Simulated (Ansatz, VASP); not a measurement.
# Cross-check of GaSi23O48 (Ga_Si) between VASP and Ansatz, part 2 of 3

Wanted: the spread between two codes on one cell, functional and k mesh. Of the first pair: The structure shown is the start of the Ansatz relaxation below; VASP solves that cell, so the two are compared at the walk's first step.

VASP 6.6.1 and Ansatz 0.2.0.

So far: The starting structure; Ansatz: relaxation, r2SCAN.

## Step 3: VASP: single point, r2SCAN, start cell, pair 1

Level of this step: r2SCAN; plane waves and PAW (Si, O, Ga_d) (VASP).

The same cell, functional and mesh now go to VASP, with its own data sets.

Lines of VASP's logs that name or quote its potential files are left out, and so is its time.

The input, INCAR:

```
SYSTEM = GaSi23O48
PREC = Accurate
ENCUT = 580
EDIFF = 1E-06
NELM = 120
ISMEAR = 0
SIGMA = 0.01
LREAL = Auto
ALGO = Normal
METAGGA = R2SCAN
LASPH = .TRUE.
NELECT = 394
NBANDS = 248
LORBIT = 11
LWAVE = .FALSE.
LCHARG = .FALSE.
ISIF = 2
ISYM = 0
GGA_COMPAT = .FALSE.
EFERMI = MIDGAP
LMIXTAU = .TRUE.
NCORE = 2
```

The input, POSCAR:

```
GaSi23O48
1.0
    9.8422041343      0.0000000000      0.0000000000
   -4.9211020672      8.5235988096      0.0000000000
    0.0000000000      0.0000000000     10.8330695259
Si O Ga
23 48 1
Direct
    0.2682260284      0.2653642024      0.0038572632
    0.9946410298      0.2338606080      0.3331328200
    0.2338373472      0.0046851102      0.1660917984
    0.0043109465      0.2373109112      0.8302628335
    0.2328897422      0.0039502094      0.6656097778
    0.2680694189      0.7683352005      0.0039108952
    0.0034035878      0.7374963487      0.3297671995
    0.2386609433      0.5045523723      0.1643223092
    0.2629803634      0.7618009887      0.4964803362
    0.9959683553      0.7316870654      0.8366096957
    0.2381843919      0.5021630060      0.6702377366
    0.7710560306      0.2666284572      0.9998406730
    0.4955382209      0.2317430752      0.3362935123
    0.7305757877      0.9973487724      0.1632845608
    0.7611233163      0.2643907873      0.4970986282
    0.5045245345      0.2399762173      0.8331688427
    0.7312050481      0.9942330697      0.6659028619
    0.7610473193      0.7621280805      0.0028022529
    0.5040633838      0.7383493922      0.3304504777
    0.7342730647      0.4965927063      0.1631623425
    0.7692742121      0.7664451537      0.5034362594
    0.5056310261      0.7370230745      0.8346017699
    0.7392508526      0.5031472147      0.6692671899
    0.1331463971      0.2036462577      0.3883085943
    0.2988570514      0.4320278420      0.0600736475
    0.0774502123      0.3689258575      0.2238882520
    0.2035743922      0.1296676468      0.1102433615
    0.3663383930      0.0750531570      0.2783159466
    0.4277680613      0.2943345946      0.4455625424
    0.1343326391      0.2017885917      0.8939819851
    0.2966713307      0.4332529114      0.5607869483
    0.0703781212      0.3629885767      0.7214685534
    0.2019790719      0.1353274627      0.6076829826
    0.3699005548      0.0759890293      0.7769914132
    0.4226266013      0.2929531359      0.9410656856
    0.1350459496      0.7050044394      0.3965650723
    0.2930678943      0.9269840330      0.0544032325
    0.0757245229      0.8694530521      0.2225781893
    0.2025147622      0.6354321832      0.1057815606
    0.3667497050      0.5775548697      0.2733619491
    0.4267753001      0.7882004010      0.4393530373
    0.1315752689      0.7094847065      0.8917282380
    0.2955996773      0.9334322483      0.5574795754
    0.0717288048      0.8624658626      0.7218064078
    0.2120993183      0.6364683652      0.6091572646
    0.3608935076      0.5687859211      0.7771014466
    0.4241642266      0.7876229454      0.9413118762
    0.6393828072      0.2118671984      0.3925223585
    0.7945165206      0.4260240400      0.0550132166
    0.5738851499      0.3658718658      0.2212563110
    0.7118450740      0.1355083722      0.1062515105
    0.8677809872      0.0741944822      0.2702186110
    0.9293068266      0.2934327455      0.4365980472
    0.6328470467      0.2095802536      0.8950474265
    0.7939565177      0.4326338067      0.5567597425
    0.5679113258      0.3614617568      0.7229000960
    0.7100458666      0.1398778880      0.6059620484
    0.8642257432      0.0684233283      0.7779405440
    0.9325928457      0.2938705887      0.9432495541
    0.6338066605      0.7079935524      0.3879932636
    0.7961816005      0.9315764594      0.0554606429
    0.5770993365      0.8705394477      0.2262375400
    0.7075248126      0.6337963718      0.1032775611
    0.8695226146      0.5742469947      0.2710317692
    0.9316481823      0.7913923626      0.4415958920
    0.6357131468      0.7115291481      0.8900613974
    0.7905449217      0.9227362967      0.5568001743
    0.5771124384      0.8683817910      0.7232703511
    0.7016503801      0.6309079205      0.6054634824
    0.8602014429      0.5716512601      0.7745717850
    0.9286200719      0.7982021623      0.9431886296
    0.2670577711      0.2614256079      0.4994271464
```

The input, KPOINTS:

```
Points of the shifted mesh
1
Reciprocal
 0.2500000000  0.2500000000  0.2500000000 1
```

PAW data sets: Si, O and Ga_d (PBE family, release 64).

Launch:

```sh
> mpirun -np 8 vasp_std
```

Numbers of over 12 decimals in the logs are rounded to 6 here.

What it wrote:

```text
[banner, memory and clock lines left out]
running    8 mpi-ranks, on    1 nodes
[...]
|                                                                             |
|               ----> ADVICE to this user running VASP <----                  |
|                                                                             |
|     You enforced a specific xc type in the INCAR file but a different       |
|     [... a line on the potential file left out ...]
|     I HOPE YOU KNOW WHAT YOU ARE DOING!                                     |
|                                                                             |

 LDA part: xc-table for (None), standard interpolation
 POSCAR, INCAR and KPOINTS ok, starting setup
[...]
entering main loop
       N       E                     dE             d eps       ncg     rms          rms(c)
DAV:   1     0.329218202780E+04    0.32922E+04   -0.21220E+05   496   0.171E+03
DAV:   2    -0.518438281630E+03   -0.38106E+04   -0.36511E+04   616   0.407E+02
DAV:   3    -0.886523217822E+03   -0.36808E+03   -0.36484E+03   584   0.146E+02
DAV:   4    -0.899488412861E+03   -0.12965E+02   -0.12922E+02   664   0.296E+01
DAV:   5    -0.899742970466E+03   -0.25456E+00   -0.25385E+00   600   0.392E+00BRMIX: very serious problems
 the old and the new charge density differ
 old charge density:   393.00000 new  394.00000
    0.734E+01
DAV:   6    -0.760747041075E+03    0.13900E+03   -0.21681E+02   608   0.296E+01    0.407E+01
DAV:   7    -0.711559982153E+03    0.49187E+02   -0.20997E+01   664   0.129E+01    0.145E+01
DAV:   8    -0.761140859504E+03   -0.49581E+02   -0.15519E+01   584   0.113E+01    0.726E+00
DAV:   9    -0.695366378836E+03    0.65774E+02   -0.13994E+01   560   0.915E+00    0.365E+00
[...]
DAV:  22    -0.705180900343E+03   -0.55154E-05   -0.30804E-06   376   0.681E-03    0.412E-03
DAV:  23    -0.705180909570E+03   -0.92265E-05   -0.84441E-06   536   0.979E-03    0.120E-03
DAV:  24    -0.705180909691E+03   -0.12136E-06   -0.23886E-06   328   0.564E-03
   1 F= -.70518091E+03 E0= -.70518091E+03  d E =0.000000E+00
```

Parts of OUTCAR (step 3):

```text
  Total       31.7384462     31.5373616     26.8042182      3.6499585     -7.7435990     -1.4753396
  in kB       55.9537689     55.5992638     47.2548979      6.4347490    -13.6516938     -2.6009720
  external PRESSURE =      52.9359769 kB  Pullay stress =       0.0000000 kB

 POSITION                                       TOTAL-FORCE (eV/Angst)
 -----------------------------------------------------------------------------------
      1.33405      2.26186      0.04179        -2.311436     -0.173916     -0.503486
      8.63861      1.99333      3.60885         5.215050      0.164247     -0.900059
      2.27842      0.03993      1.79928         3.433414     -1.535455      0.910713
     -1.12540      2.02274      8.99430         0.336918     -1.360522      0.637594
      2.27271      0.03367      7.21060         0.290547      0.950305      0.062255
     -1.14266      6.54898      0.04237        -1.002320     -1.386341     -2.925982
     -3.59580      6.28612      3.57239         0.351351     -0.446469      1.076681
     -0.13400      4.30060      1.78012        -0.913367     -0.833527      1.367802
     -1.16059      6.49329      5.37841         1.680994      2.132543      3.678930
      6.20182      6.23661      9.06305        -0.053783      2.181528     -1.588124
     -0.12694      4.28024      7.26073         0.340053     -1.655962     -3.875930
      6.27679      2.27263     10.83134        -0.456806     -0.872245     -0.871543
      3.73676      1.97528      3.64309        -0.154555      3.453640      1.741697
      2.28242      8.50100      1.76887         2.637994      1.974944      0.661679
[...]
-----------------------------------------------------------------------------------
    total drift:                                0.009935     -0.019895      0.033241

  FREE ENERGIE OF THE ION-ELECTRON SYSTEM (eV)
  ---------------------------------------------------
  free  energy   TOTEN  =      -705.1809096914 eV

  energy  without entropy=     -705.1809096914  energy(sigma->0) =     -705.18090969

[... 3 further parts left out ...]
[key lines of the parts left out:]
E-fermi :   4.9861
```

The run ends at a pressure of 5.29 GPa, with forces up to 13 eV/Å.

## Step 4: Differences

Known differences besides the potentials themselves: VASP keeps PBE cores, Ansatz makes them for the functional; fixed occupations in Ansatz, narrow Gaussian smearing in VASP; the cutoff is 500 eV in Ansatz and 580 eV in VASP (PREC = Accurate, projectors in real space). Total energies have different zeros and are not compared.

Forces on 7 of the 72 atoms, those with the largest forces and the largest differences (eV/Å; atoms numbered as in POSCAR):

| atom | Ansatz x, y, z | VASP x, y, z |
| --- | --- | --- |
| Si2 | 5.211, 0.157, -0.884 | 5.215, 0.164, -0.900 |
| Si17 | 1.846, 4.256, -1.061 | 1.825, 4.265, -1.085 |
| O24 | -5.193, -1.445, -4.850 | -5.291, -1.512, -4.998 |
| O29 | 11.358, 1.306, -5.738 | 11.535, 1.341, -5.799 |
| O31 | -1.915, 4.021, 2.455 | -1.949, 4.162, 2.491 |
| O33 | 0.526, -6.864, 7.346 | 0.518, -6.994, 7.501 |
| Ga72 | -5.422, 2.694, -0.024 | -5.434, 2.751, -0.014 |

The forces differ by 30 meV/Å r.m.s., which is 1.5 % of the r.m.s. force of 1.992 eV/Å (both taken over all components). The cell carries a charge of -1 e against a uniform background, so its pressure also hangs on how the neutralising background is counted, and in a defect's cell a gap may be the spacing between its levels.

## Step 5: Ansatz: relaxation, r2SCAN

This run makes the geometry at which the two programs are then compared.

The structure compared here is the end of the Ansatz relaxation.

The input, input.yaml:

```yaml
crystal:
  lattice:
    - [4.92110207, 0.0, 0.0]
    - [-2.46055103, 4.2617994, 0.0]
    - [0.0, 0.0, 5.41653476]
  atoms:
    - { symbol: Si, position: [0.53102872, 0.53102872, 0.0] }
    - { symbol: Si, position: [0.0, 0.46897128, 0.66666667] }
    - { symbol: Si, position: [0.46897128, 0.0, 0.33333333] }
    - { symbol: O, position: [0.26903805, 0.413213, 0.78458424] }
    - { symbol: O, position: [0.586787, 0.85582505, 0.11791757] }
    - { symbol: O, position: [0.14417495, 0.73096195, 0.4512509] }
    - { symbol: O, position: [0.413213, 0.26903805, 0.21541576] }
    - { symbol: O, position: [0.73096195, 0.14417495, 0.5487491] }
    - { symbol: O, position: [0.85582505, 0.586787, 0.88208243] }
  supercell: [2, 2, 2]
  defects: [{ substitution: { at: 9, symbol: Ga } }]
total_charge: -1
basis:
  ecutwfc: 500
  xc_grid: 2
hamiltonian:
  xc: r2scan
  pseudopotentials: { kind: paw, azcp: { folder: soft_1 } }
kpoints:
  mp_grid: { grid: [1, 1, 1], shift: [0.25, 0.25, 0.25] }
scf:
  occupations: { method: fixed }
  max_iter: 80
output:
  forces: true
  charged_corrections: { epsilon: [2.49, 2.49, 2.52], static_epsilon: [4.64, 4.64, 4.86] }
relax:
  f_tol: 0.02
  max_steps: 80
  random_displacement: { amplitude: 0.05, seed: 5024 }
checkpoint:
  write: "../qm1.relax.run"
  compress: false
  write_wavefunctions: true
  write_every: 100000
```

Launch:

```sh
> ansatz run input.yaml --threads 8 --pin off --max-ram 22609MiB --backend cpu --events-out ev --progress --plain --runs-dir out
```

What it wrote:

```text
[...]
Crystal: 72 atoms, lattice volume = 908.797 Å³
Basis set: ecut = 500 eV, 23025 PW (Γ), exchange–correlation on 144×144×160 points (8 copies of the dense FFT grid, shifted against one another)
Bands: 269, of which v1, the nominal top of the filled ones, is band 197 counted from 1 (196 counted from 0)
Symmetry: 1 space group operations
k-points: 1
[...]
SCF iter   1: F=—  HF=-45889.985598 eV  |F-HF|=—  |Δ(HF+E_count)|=         —  Δρ=1.28e-1  dr2=1.42e2  dr2_τ=1.60e1  ethr=3.10e-3  ⟨swp⟩=5.0  Hψ=935  notcnv=0  defer=70
[...]
- { symbol: Si, position: [-0.000239755, 0.735911, 0.332393] }
    - { symbol: Si, position: [0.230736, 0.498251, 0.167223] }
[...]
- { symbol: Si, position: [0.737156, 0.497671, 0.163606] }
[...]
- { symbol: Si, position: [0.760021, 0.760109, 0.499483] }
    - { symbol: Si, position: [0.497728, 0.737294, 0.835303] }
    - { symbol: Si, position: [0.734539, 0.492885, 0.662570] }
[...]
- { symbol: O, position: [0.573599, 0.869486, 0.728754] }
    - { symbol: O, position: [0.705726, 0.627540, 0.605221] }
    - { symbol: O, position: [0.863636, 0.566533, 0.772546] }
    - { symbol: O, position: [0.922902, 0.788653, 0.938590] }
```

[end of part 2 of 3]

[Lines on the potential files, build, host, timing and source positions are cut from VASP's logs without a mark.]

[Logs are printed without paths, hosts, clocks, repeated set-up lines and the standing remarks that a program may print on its own settings, such as how far it seeks lower states.]

[Hosts, paths, dates, database ids (printed as entryN), source tags and the programs' standing remarks are cut or masked in the printed files.]
